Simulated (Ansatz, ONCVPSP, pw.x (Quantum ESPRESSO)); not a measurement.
**From atom to crystal: ONCV potential for Tc**

- Element: Tc
- Generator: ONCVPSP 4.0.1
- Type: optimised norm-conserving Vanderbilt (ONCV)
- Functional: PBE
- Relativity: scalar-relativistic
- Frozen core: [Ar] 3d10
- Valence charge: 15
- Reference configuration: 4s2 4p6 4d5 5s2
- Partial waves: 4s+5s: rc 1.80 bohr, ncon 4, nbas 9, qcut 6.5 1/bohr, 2 projectors; 4p: rc 1.95 bohr, ncon 4, nbas 7, qcut 6.5 1/bohr, 1 projector; 4d: rc 1.65 bohr, ncon 4, nbas 7, qcut 6.4 1/bohr, 2 projectors, debl 1 Ha; f scattering state at 0.05 Ha: rc 2.00 bohr, ncon 3, nbas 6, qcut 6 1/bohr, 2 projectors, debl 2.5 Ha
- Local potential: polynomial inside 1.15 bohr (lpopt 5, dvloc0 4 Ha)
- Core correction: none

Crystal test: bcc Tc in pw.x 7.5, no spin, 15³ k-points, Fermi–Dirac smearing 0.01 Ry, cutoffs 120/480 Ry. The reference is all-electron LAPW (Ansatz 0.2.0) with the same functional, mesh and smearing; V0 and B0 come from Birch–Murnaghan fits to the pressures at five volumes. Errors are pseudo minus all-electron; Δ is the rms difference of the E(V) curves that follow from these fits, minima aligned, over ±6 % about the mean V0. Mesh and smearing are coarse, so the numbers serve the comparison and aren't converged zero-temperature values; the lattice is a test structure that the element need not adopt.

All-electron: a0 = 3.083 Å (V0 = 14.65 Å³/atom), B0 = 289.0 GPa.

Task: How far does the potential miss the all-electron equation of state?

Result: mean pressure error (GPa): -3.84; a0 (Å): 3.070; a0 error (%): -0.44; B0 error (%): +3.7; Δ (meV/atom): 12.2.

```csv
V (Å³/atom),P all-electron (GPa),P pseudo (GPa)
13.899,17.20,13.01
14.265,8.23,4.22
14.631,0.42,-3.41
14.997,-6.37,-10.03
15.363,-12.28,-15.79
```

Task: At the middle volume, how do free energy and pressure move when the wave cutoff is lowered (ecutrho kept at four times it)?

Result:

| cutoff (Ry) | shift of F (meV/atom) | shift of P (GPa) |
| --- | --- | --- |
| 54 | +41.3 | -0.03 |
| 72 | +13.4 | -0.27 |
| 96 | +8.2 | +0.09 |

The run at the middle volume (120 k-points, 9 iterations) took about 26 s on one core of a shared host (AMD EPYC 9R45 96-Core Processor, 96 threads, 376 GiB, load 49).
